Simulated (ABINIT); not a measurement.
# Ta in ABINIT: the effect of functional

The system is Ta.

```
Ta
1.0
     2.90037    0.00000    0.00000
    -1.45019    2.51180    0.00000
     0.00000    0.00000    5.16627
Ta
2
Cartesian
  0.0000 1.6745 1.2916
  1.4502 0.8373 3.8747
```

This isn't the form of Ta at room conditions, which is bcc.

Alike in all runs:

| Item | Value |
| --- | --- |
| Program | ABINIT 10.8.3 (patched build) |
| Task | single point |
| Potentials or basis | JTH PAW PBE v2.0 |
| Cutoff | 626 eV |
| k mesh | 11 × 11 × 5 |
| Occupations | fermi-dirac, width 0.05 eV |
| Spin | no spin polarisation |

Question: One run gave: pressure 4.5 GPa. Which functional did it use?
A. SCAN
B. r2SCAN
C. BLYP
D. PBEsol
E. LDA

Answer: C.

```csv
functional,pressure (GPa)
PBE,-1.5
LDA,-12.2
PBEsol,-7.6
RPBE,1.7
BLYP,4.5
AM05,-8.3
r2SCAN,-3.6
SCAN,-8.2
revPBE,0.8
PW91,-1.8
WC,-6.8
```

Caveats: the PAW data sets were made with another functional, which shifts forces and pressure a little (some runs).
